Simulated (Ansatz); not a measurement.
# Al2Pt (Fm-3m) in Ansatz: a series of runs

Runs on Al2Pt. Level: PBEsol. Tasks: single point, equation of state.

Everything below comes from runs of Ansatz 0.2.0. Logs are shortened: lines on timing, memory, paths and dates and some standing lists are left out, and cuts for length are marked.

## (1) Starting point

The structure is cubic, space group Fm-3m (No. 225). Conventional cell: a = 5.910 Å, b = 5.910 Å, c = 5.910 Å, α = 90.00°, β = 90.00°, γ = 90.00°. Pt (site symmetry m-3m) has 8 Al at 2.56 Å as nearest neighbours. Al (site symmetry -43m) has 4 Pt at 2.56 Å as nearest neighbours.

## (2) Single point, PBEsol, 16.17 Å³/atom (volume scaled by 0.94)

File input.yaml:

```yaml
crystal:
  lattice:
    - [0.0, 2.8946769513, 2.8946769513]
    - [2.8946769513, 0.0, 2.8946769513]
    - [2.8946769513, 2.8946769513, 0.0]
  atoms:
    - { symbol: Pt, position: [0.0, 0.0, 0.0] }
    - { symbol: Al, position: [0.75, 0.75, 0.75] }
    - { symbol: Al, position: [0.25, 0.25, 0.25] }
kpoints:
  mp_grid: { grid: [8, 8, 8] }
scf:
  occupations: { method: fermi_dirac, width: 0.05 }
hamiltonian:
  xc: pbesol
  pseudopotentials: { kind: all_electron, lapw: { basis_error: 0.002 } }
output:
  forces: true
  stress: true
  eigenvalues: true
```

Potentials or basis: all-electron LAPW, scalar-relativistic.

Launch:

```sh
$ ansatz run input.yaml --threads 2 --pin off --max-ram 6144MiB --backend cpu --events-out ev --progress --plain --runs-dir out
```

What it wrote:

```text
Warning: RAYON_NUM_THREADS=2 ignored (pool sized by the plan → 2); use --threads N
LAPW: plane waves up to 8.078 Å⁻¹, error target 2.0e-3 eV per atom; small_component_spin mean_spin; Al in spheres of 1.115 Å, 11 of its electrons in bands, Dirac shells []; Pt in spheres of 1.392 Å, 42 of its electrons in bands, Dirac shells [] (how accurate: hamiltonian.pseudopotentials.lapw.basis_error, Limitations)
Engine: ansatz 0.2.0, aarch64-unknown-linux-gnu
Pseudopotentials: kind: all_electron
Pseudopotential: Pt, LAPW, valence charge 42, lapw/all_electron/scalar/gaussian/Pt, Koelling and Harmon's equation, gaussian nucleus
Pseudopotential: Al, LAPW, valence charge 11, lapw/all_electron/scalar/gaussian/Al, Koelling and Harmon's equation, gaussian nucleus
Functional definition: PBEsol
  exchange = pbesol_x
  correlation = pbesol_c
Crystal: 3 atoms, lattice volume = 48.510 Å³
Basis set: ecut = 248.6031301892318 eV, 411 PW (Γ), exchange–correlation at level 2
Bands: 39, of which v1, the nominal top of the filled ones, is band 32 counted from 1 (31 counted from 0)
Symmetry: 48 space group operations
Space group: Fm-3m (ITA 225), of the structure as read, at distance tolerance 3.6e-5 Å
k-points: 29 of 512
Non-local potential: Pt, projectors of the file, none
Non-local potential: Al, projectors of the file, none
Initial density: superposition of atomic densities (chi_scale 0.1, normalization cell, long waves kept (reshape's long-wave potential 0.00 eV rms))
Initial wavefunctions: plane waves of lowest kinetic energy (no species holds an atomic orbital)
Functional: x = pbesol(κ = 0.804, μ = 0.12345679012345678), c = pbesol(β = 0.046)
iter 1 solved again at ethr=4.06e-4 eV; its pass at ethr=1.00e-1 eV (dr2=2.60e-1 eV) is discarded
SCF iter   1: F=—  HF=-514010.433409 eV  |F-HF|=—  |Δ(HF+E_count)|=         —  Δρ=2.99e-2  dr2=2.61e-1  ethr=4.06e-4  ⟨swp⟩=2.6  Hψ=7258  notcnv=0
preconditioner: auto → LDOS  [metal: Δε(μ)=0.119 eV  Ē_g=10.354 eV  σ=0.050 eV  W_gap=0.44  n_scr=14 (ndim 8)  ℏωp=21.3 eV  f_vac=0.023  D(μ)=1.95/eV (n_scr^D=14)  β→1.0]
SCF iter   2: F=—  HF=-514010.239783 eV  |F-HF|=—  |Δ(HF+E_count)|=   1.94e-1  Δρ=7.35e-3  dr2=3.96e-2  ethr=4.06e-4  ⟨swp⟩=2.9  Hψ=3480  notcnv=0
SCF iter   3: F=—  HF=-514009.842617 eV  |F-HF|=—  |Δ(HF+E_count)|=   3.97e-1  Δρ=4.20e-3  dr2=5.29e-3  ethr=6.19e-5  ⟨swp⟩=3.0  Hψ=3520  notcnv=0
SCF iter   4: F=—  HF=-514009.825719 eV  |F-HF|=—  |Δ(HF+E_count)|=         —  Δρ=1.70e-3  dr2=9.51e-4  ethr=8.26e-6  ⟨swp⟩=2.0  Hψ=3138  notcnv=0
the basis was enlarged: its passes take 165.8 KiB over the memory plan, 2 of 2 planned eigensolver slots
iter 5 solved again at ethr=8.99e-8 eV; its pass at ethr=1.49e-6 eV (dr2=5.76e-5 eV) is discarded
SCF iter   5: F=—  HF=-514009.825263 eV  |F-HF|=—  |Δ(HF+E_count)|=   4.56e-4  Δρ=3.81e-4  dr2=5.73e-5  ethr=8.99e-8  ⟨swp⟩=2.0  Hψ=5428  notcnv=0
SCF iter   6: F=—  HF=-514009.825270 eV  |F-HF|=—  |Δ(HF+E_count)|=   7.82e-6  Δρ=4.54e-5  dr2=7.95e-7  ethr=8.96e-8  ⟨swp⟩=2.0  Hψ=3138  notcnv=0
SCF iter   7: F=—  HF=-514009.825270 eV  |F-HF|=—  |Δ(HF+E_count)|=   3.05e-7  Δρ=9.72e-6  dr2=3.68e-8  ethr=1.24e-9  ⟨swp⟩=2.2  Hψ=3145  notcnv=0
SCF iter   8: F=-514009.825270 eV  HF=-514009.825270 eV  |F-HF|=1.51e-9  |Δ(HF+E_count)|=   5.47e-9  Δρ=3.21e-6  dr2=3.01e-9  ethr=5.75e-11  ⟨swp⟩=2.0  Hψ=3138  notcnv=0
SCF 1 converged in 8 iterations: F = -514009.825270 eV  dr2 = 3.01e-9
SCF converged after 8 iterations
Free energy (F): -514009.825270 eV
Harris-Foulkes:  -514009.825270 eV  (|F-HF|=1.51e-9)
Internal energy: -514009.813566 eV  (E = F + TS)
E sigma→0 (E₀):  -514009.819418 eV
Entropy (-TS):   -0.011705 eV (-3.902 meV/atom)
Fermi energy:    15.210286 eV
--- Per-component energies (eV) ---
  E_band       = -4778.697190
  E_kinetic    = 581903.967718
  E_xc         = -10543.775554
  E_electrostatic = -1085370.005729  (all electrons and nuclei)
  E_smearing   = -0.011705  (= −TS)
  E_closure    = 0.000000  (closes the sum)
  E_atoms      = -513992.159434  (free atoms, spherical and without spin; not in F)
  Σ components = -514009.825270   (vs F -514009.825270, Δ=0.00e0)
  Basis errors (estimates in eV, not in F): energy 7.8e-4 per atom: plane waves 6.9e-4 (3.9e-4 summed), levels above the bands 6.9e-60, relativity 4.9e-8, radial functions 9.2e-5, core shells 9.2e-8; eigenvalues (radial functions only) 2.5e-6; not estimated: angular momenta, meshes, grids; target (lapw.basis_error) 2.0e-3; muffin-tin radii Al 1.115 Å, Pt 1.392 Å
--- Forces (eV/Å), atoms counted from 1 ---
  atom   1  Pt     0.00000000    -0.00000000     0.00000000
  atom   2  Al    -0.00000000     0.00000000    -0.00000000
  atom   3  Al    -0.00000000     0.00000000     0.00000000
  max |Σ_I F_I| component: 9.25e-18 eV/Å
--- Stress (GPa, compression-positive) ---
        8.595056      -0.000000       0.000000
       -0.000000       8.595056      -0.000000
        0.000000      -0.000000       8.595056
  P = ⅓ Tr σ = 8.5951 GPa (85.951 kbar)
--- Band table (eV; the first three rows and the last of 29) ---
  k-point 0: bands = ["-288.3831", "-288.3831", "-288.3831", "-288.3599", "-288.3599", "-87.3709", "-87.3684", "-83.8198", "-52.3469", "-52.3290", "-52.3290", "-52.3290", "-52.3155", "-52.3155", "-52.3155", "-49.0539", "-49.0539", "-49.0539", "-49.0454", "-49.0454", "-49.0454", "-38.0332", "-38.0332", "-38.0332", "4.5506", "9.8356", "9.8356", "9.8356", "11.2616", "11.2616", "18.6783", "19.0826", "19.0826", "19.0826", "21.0129", "21.0129", "21.0129", "21.7836", "21.7836"]
  k-point 1: bands = ["-288.3831", "-288.3831", "-288.3831", "-288.3599", "-288.3599", "-87.3708", "-87.3685", "-83.8198", "-52.3469", "-52.3290", "-52.3290", "-52.3290", "-52.3155", "-52.3155", "-52.3155", "-49.0536", "-49.0536", "-49.0536", "-49.0457", "-49.0457", "-49.0457", "-38.0337", "-38.0332", "-38.0332", "4.7764", "9.7151", "9.9102", "9.9102", "11.2369", "11.2369", "16.9488", "18.5855", "18.5855", "18.9596", "21.3093", "21.3867", "21.3867", "21.6011", "21.6011"]
  k-point 2: bands = ["-288.3831", "-288.3831", "-288.3831", "-288.3599", "-288.3599", "-87.3705", "-87.3687", "-83.8198", "-52.3469", "-52.3290", "-52.3290", "-52.3290", "-52.3155", "-52.3155", "-52.3155", "-49.0528", "-49.0527", "-49.0527", "-49.0467", "-49.0467", "-49.0465", "-38.0350", "-38.0333", "-38.0333", "5.4253", "9.4318", "10.0646", "10.0646", "11.2442", "11.2442", "14.3088", "17.5877", "17.5877", "19.3123", "20.9428", "20.9428", "20.9540", "22.8160", "22.8160"]
  k-point 28: bands = ["-288.3831", "-288.3831", "-288.3831", "-288.3599", "-288.3599", "-87.3696", "-87.3696", "-83.8199", "-52.3470", "-52.3290", "-52.3290", "-52.3290", "-52.3155", "-52.3155", "-52.3155", "-49.0558", "-49.0551", "-49.0498", "-49.0498", "-49.0439", "-49.0438", "-38.0357", "-38.0357", "-38.0340", "8.9364", "8.9364", "9.5608", "9.7486", "11.2014", "11.7612", "12.3146", "12.3146", "14.3047", "20.7180", "20.7180", "21.4669", "21.7541", "25.6883", "27.6398"]
```

Run time: 8.2 s. Hardware: 2 threads of Arm Neoverse V1, shared host; peak memory 0.34 GiB.

Results:

| Property | Result |
| --- | --- |
| Free energy | -514009.8253 eV |
| Pressure | 8.6 GPa |
| Band gap on the k mesh | none (metal or under the smearing width) |

## (3) Single point, PBEsol, 16.51 Å³/atom (volume scaled by 0.96)

input.yaml: that of step 2 with these lines changed.

```diff
@@ -2,5 +2,5 @@
   lattice:
-    - [0.0, 2.8946769513, 2.8946769513]
-    - [2.8946769513, 0.0, 2.8946769513]
-    - [2.8946769513, 2.8946769513, 0.0]
+    - [0.0, 2.9150626719, 2.9150626719]
+    - [2.9150626719, 0.0, 2.9150626719]
+    - [2.9150626719, 2.9150626719, 0.0]
   atoms:
```

Potentials or basis: all-electron LAPW, scalar-relativistic.

Launch:

```sh
$ ansatz run input.yaml --threads 2 --pin off --max-ram 6144MiB --backend cpu --events-out ev --progress --plain --runs-dir out
```

Wall time 7.2 s (2 threads of Arm Neoverse V1, shared host); peak memory 0.34 GiB.

Results (log left out):

* Free energy: -514009.8691 eV
* Pressure: 5.1 GPa
* Band gap on the k mesh: none (metal or under the smearing width)

## (4) Single point, PBEsol, 16.86 Å³/atom (volume scaled by 0.98)

input.yaml: that of step 3 with these lines changed.

```diff
@@ -2,5 +2,5 @@
   lattice:
-    - [0.0, 2.9150626719, 2.9150626719]
-    - [2.9150626719, 0.0, 2.9150626719]
-    - [2.9150626719, 2.9150626719, 0.0]
+    - [0.0, 2.9351671877, 2.9351671877]
+    - [2.9351671877, 0.0, 2.9351671877]
+    - [2.9351671877, 2.9351671877, 0.0]
   atoms:
```

Launch:

```sh
$ ansatz run input.yaml --threads 2 --pin off --max-ram 6144MiB --backend cpu --events-out ev --progress --plain --runs-dir out
```

Wall time 7.2 s (2 threads of Arm Neoverse V1, shared host); peak memory 0.34 GiB.

The run converged. Its results:

| Item | Value |
| --- | --- |
| Free energy | -514009.8914 eV |
| Pressure | 1.9 GPa |
| Band gap on the k mesh | none (metal or under the smearing width) |

## (5) Single point, PBEsol, 17.20 Å³/atom

input.yaml: that of step 4 with these lines changed.

```diff
@@ -2,5 +2,5 @@
   lattice:
-    - [0.0, 2.9351671877, 2.9351671877]
-    - [2.9351671877, 0.0, 2.9351671877]
-    - [2.9351671877, 2.9351671877, 0.0]
+    - [0.0, 2.955, 2.955]
+    - [2.955, 0.0, 2.955]
+    - [2.955, 2.955, 0.0]
   atoms:
```

Launch:

```sh
$ ansatz run input.yaml --threads 2 --pin off --max-ram 6144MiB --backend cpu --events-out ev --progress --plain --runs-dir out
```

Wall time 7.2 s (2 threads of Arm Neoverse V1, shared host); peak memory 0.34 GiB.

It converged, with:

| Property | Result |
| --- | --- |
| Free energy | -514009.8943 eV |
| Pressure | -0.9 GPa |
| Band gap on the k mesh | none (metal or under the smearing width) |

## (6) Single point, PBEsol, 17.55 Å³/atom (volume scaled by 1.02)

input.yaml: that of step 5 with these lines changed.

```diff
@@ -2,5 +2,5 @@
   lattice:
-    - [0.0, 2.955, 2.955]
-    - [2.955, 0.0, 2.955]
-    - [2.955, 2.955, 0.0]
+    - [0.0, 2.9745701068, 2.9745701068]
+    - [2.9745701068, 0.0, 2.9745701068]
+    - [2.9745701068, 2.9745701068, 0.0]
   atoms:
```

Potentials or basis: all-electron LAPW, scalar-relativistic.

Launch:

```sh
$ ansatz run input.yaml --threads 2 --pin off --max-ram 6144MiB --backend cpu --events-out ev --progress --plain --runs-dir out
```

Run time: 7.2 s. Hardware: 2 threads of Arm Neoverse V1, shared host; peak memory 0.34 GiB.

It converged, with:

| Property | Result |
| --- | --- |
| Free energy | -514009.8800 eV |
| Pressure | -3.5 GPa |
| Band gap on the k mesh | none (metal or under the smearing width) |

## (7) Single point, PBEsol, 17.89 Å³/atom (volume scaled by 1.04)

input.yaml: that of step 6 with these lines changed.

```diff
@@ -2,5 +2,5 @@
   lattice:
-    - [0.0, 2.9745701068, 2.9745701068]
-    - [2.9745701068, 0.0, 2.9745701068]
-    - [2.9745701068, 2.9745701068, 0.0]
+    - [0.0, 2.9938860383, 2.9938860383]
+    - [2.9938860383, 0.0, 2.9938860383]
+    - [2.9938860383, 2.9938860383, 0.0]
   atoms:
```

Launch:

```sh
$ ansatz run input.yaml --threads 2 --pin off --max-ram 6144MiB --backend cpu --events-out ev --progress --plain --runs-dir out
```

Run time: 7.2 s. Hardware: 2 threads of Arm Neoverse V1, shared host; peak memory 0.34 GiB.

It converged, with:

```yaml
Free_energy: -514009.8502 eV
Pressure: -5.7 GPa
Band_gap_on_the_k_mesh: none (metal or under the smearing width)
```

## (8) Single point, PBEsol, 18.23 Å³/atom (volume scaled by 1.06)

input.yaml: that of step 7 with these lines changed.

```diff
@@ -2,5 +2,5 @@
   lattice:
-    - [0.0, 2.9938860383, 2.9938860383]
-    - [2.9938860383, 0.0, 2.9938860383]
-    - [2.9938860383, 2.9938860383, 0.0]
+    - [0.0, 3.0129558903, 3.0129558903]
+    - [3.0129558903, 0.0, 3.0129558903]
+    - [3.0129558903, 3.0129558903, 0.0]
   atoms:
```

Launch:

```sh
$ ansatz run input.yaml --threads 2 --pin off --max-ram 6144MiB --backend cpu --events-out ev --progress --plain --runs-dir out
```

It took 7.2 s on 2 threads of Arm Neoverse V1, shared host; peak memory 0.34 GiB.

The run converged. Its results:

| Property | Result |
| --- | --- |
| Free energy | -514009.8064 eV |
| Pressure | -7.8 GPa |
| Band gap on the k mesh | none (metal or under the smearing width) |

## (9) Equation of state, PBEsol

Potentials or basis: all-electron LAPW, scalar-relativistic.

This step only gathers the single runs of the series.

Results:

```
Equilibrium volume                      : 17.08 Å³/atom
Bulk modulus                            : 138 GPa
Pressure derivative of the bulk modulus : 4.5
```

Energy against volume, from the lowest point:
```csv
volume (Å³/atom),energy (meV/atom)
16.170,23.02
16.514,8.40
16.858,0.99
17.202,0.00
17.546,4.78
17.890,14.73
18.234,29.31
```
